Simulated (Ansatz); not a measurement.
## GaS, one structure, two calculations

Cell: an entry of the Crystallography Open Database (COD), its atoms then relaxed with PBE in this cell.

Space group P6_3/mmc (No. 194); a = 3.5850, c = 15.5000 Å, γ = 120.00°.

| site | Wyckoff | site symmetry | x | y | z |
| --- | --- | --- | --- | --- | --- |
| Ga | 4f | 3m. | 0.3333 | 0.6667 | 0.1710 |
| S | 4f | 3m. | 0.3333 | 0.6667 | 0.6008 |

One atom of each set is listed.

First run. Computed with Ansatz: DFT, PBE, plane waves and PAW, scalar-relativistic, 420 eV cutoff, Γ-centred 14×14×3 k-points, Fermi–Dirac smearing 0.02 eV.

| site | V_zz (10²¹ V/m²) | η |
| --- | --- | --- |
| Ga | -7.81 | 0.00 |
| S | -5.58 | 0.00 |

Second run. The same atoms and settings, except that the functional is LDA.

**Question.** What does the second run give?

**Answer.** 

| site | V_zz | η | change of V_zz |
| --- | --- | --- | --- |
| Ga | -7.57 | 0.00 | +0.24 |
| S | -5.62 | 0.00 | -0.04 |

The largest change of V_zz is on Ga, from -7.81 to -7.57. In per cent, |V_zz| changes by -3 on Ga, +1 on S (all sites that start above 0.5).

For the second run: The largest force is 0.3 eV/Å, so the atoms aren't at the calculated equilibrium and relaxing them would move these values.
